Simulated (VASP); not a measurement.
Here is a VASP 6.6.1 calculation.

POSCAR

```
ZnS                                     
1.0
    0.0000000000      2.6803314388      2.6803314388
    2.6803314388      0.0000000000      2.6803314388
    2.6803314388      2.6803314388      0.0000000000
  Zn              S             
     1     1
Direct
     0.2500000000000000    0.2500000000000000    0.2500000000000000
     0.0000000000000000    0.0000000000000000    0.0000000000000000
```

The input INCAR.step1:

```
SYSTEM = ZnS
PREC     = Accurate       ! precision mode
ENCUT    = 520            ! plane-wave cutoff, eV
EDIFF    = 1E-5           ! SCF threshold, eV
ISMEAR   = 0              ! smearing method
SIGMA    = 0.03           ! smearing width, eV
LREAL    = .False.        ! projectors in reciprocal space
LASPH    = .True.         ! aspherical terms in the spheres
NELM     = 80             ! most SCF steps
ALGO     = Normal         ! electronic algorithm
ISIF     = 2              ! what is computed and relaxed
LWAVE    = .True.         ! write WAVECAR
LCHARG   = .False.        ! write CHGCAR
NBANDS   = 16             ! bands
GGA      = PE             ! functional
```

Contents of INCAR.step2:

```
SYSTEM = ZnS
PREC     = Accurate       ! precision mode
ENCUT    = 520            ! plane-wave cutoff, eV
EDIFF    = 1E-7           ! SCF threshold, eV
ISMEAR   = 0              ! smearing method
SIGMA    = 0.03           ! smearing width, eV
LREAL    = .False.        ! projectors in reciprocal space
LASPH    = .True.         ! aspherical terms in the spheres
NELM     = 80             ! most SCF steps
ALGO     = Normal         ! electronic algorithm
ISIF     = 2              ! what is computed and relaxed
LWAVE    = .False.        ! write WAVECAR
LCHARG   = .False.        ! write CHGCAR
METAGGA  = MBJ            ! meta-GGA
NBANDS   = 16             ! bands
ISTART   = 1
```

Contents of KPOINTS:

```
regular mesh
0
Gamma
  10 10 10
  0 0 0
```

Contents of KPOINTS_OPT:

```
explicit points
202
Reciprocal
 0.0000000000  0.0000000000  0.0000000000 1
 0.0555555556  0.0000000000  0.0555555556 1
 0.1111111111  0.0000000000  0.1111111111 1
 0.1666666667  0.0000000000  0.1666666667 1
 0.2222222222  0.0000000000  0.2222222222 1
 0.2777777778  0.0000000000  0.2777777778 1
[... 194 lines left out ...]
 0.5106428600  0.0212857300  0.5106428600 1
 0.4893571400 -0.0212857300  0.4893571400 1
```

Potentials or basis: VASP PAW PBE potentials, release 64 (Zn, S).

Run with:

```sh
$ cat potpaw_PBE.64/Zn/POTCAR potpaw_PBE.64/S/POTCAR > POTCAR
$ cp INCAR.step1 INCAR
$ mpirun -np 1 vasp_std > vasp.out
$ cp INCAR.step2 INCAR
$ mpirun -np 1 vasp_std > vasp.out
```

Predict the band gap on the k mesh.

3.79 eV, direct.

Predict the band gap along the path.

3.79 eV, direct.

Levels at the corners of the path, in eV from the valence-band top:
```csv
point,band 5,band 6,band 7,band 8,band 9,band 10,band 11,band 12,band 13,band 14
Γ,-5.31,-5.31,0.00,0.00,0.00,3.79,7.55,7.55,7.55,12.33
X,-5.23,-5.13,-4.09,-2.10,-2.09,4.50,5.28,12.37,13.63,13.64
X,-5.23,-5.13,-4.09,-2.10,-2.09,4.50,5.28,12.37,13.63,13.64
W,-5.38,-4.96,-4.15,-2.54,-2.50,6.61,7.36,9.12,9.14,14.16
W,-5.38,-4.96,-4.15,-2.54,-2.50,6.61,7.36,9.12,9.14,14.16
K,-5.27,-5.02,-4.19,-2.87,-1.69,5.28,7.10,10.42,10.88,12.27
K,-5.27,-5.02,-4.19,-2.87,-1.69,5.28,7.10,10.42,10.88,12.27
Γ,-5.31,-5.31,0.00,0.00,0.00,3.79,7.55,7.55,7.55,12.33
Γ,-5.31,-5.31,0.00,0.00,0.00,3.79,7.55,7.55,7.55,12.33
L,-5.29,-5.15,-4.93,-0.81,-0.81,4.76,7.93,7.93,10.21,13.70
L,-5.29,-5.15,-4.93,-0.81,-0.81,4.76,7.93,7.93,10.21,13.70
U,-5.27,-5.02,-4.19,-2.87,-1.69,5.28,7.10,10.42,10.88,12.27
U,-5.27,-5.02,-4.19,-2.87,-1.69,5.28,7.10,10.42,10.88,12.27
W,-5.38,-4.96,-4.15,-2.54,-2.50,6.61,7.36,9.12,9.14,14.16
W,-5.38,-4.96,-4.15,-2.54,-2.50,6.61,7.36,9.12,9.14,14.16
L,-5.29,-5.15,-4.93,-0.81,-0.81,4.76,7.93,7.93,10.21,13.70
L,-5.29,-5.15,-4.93,-0.81,-0.81,4.76,7.93,7.93,10.21,13.70
K,-5.27,-5.02,-4.19,-2.87,-1.69,5.28,7.10,10.42,10.88,12.27
U,-5.27,-5.02,-4.19,-2.87,-1.69,5.28,7.10,10.42,10.88,12.27
X,-5.23,-5.13,-4.09,-2.10,-2.09,4.50,5.28,12.37,13.63,13.64
```

**Experimental background.**

From “Electronic, vibrational, and thermodynamic properties of ZnS (zincblende and rocksalt structure)”, 2009, arxiv:0911.5022, for a bulk crystal of ZnS at 19 K: band gap 3.85 eV (direct).

Measured gap of ZnS: 3.85 eV (direct; 19 K; quoted in “Electronic, vibrational, and thermodynamic properties of ZnS (zincblende and rocksalt structure)”, 2009, arxiv:0911.5022). This calculation gives 3.79 eV (-0.06 eV). The value is that of TB-mBJ, without temperature or zero-point motion.
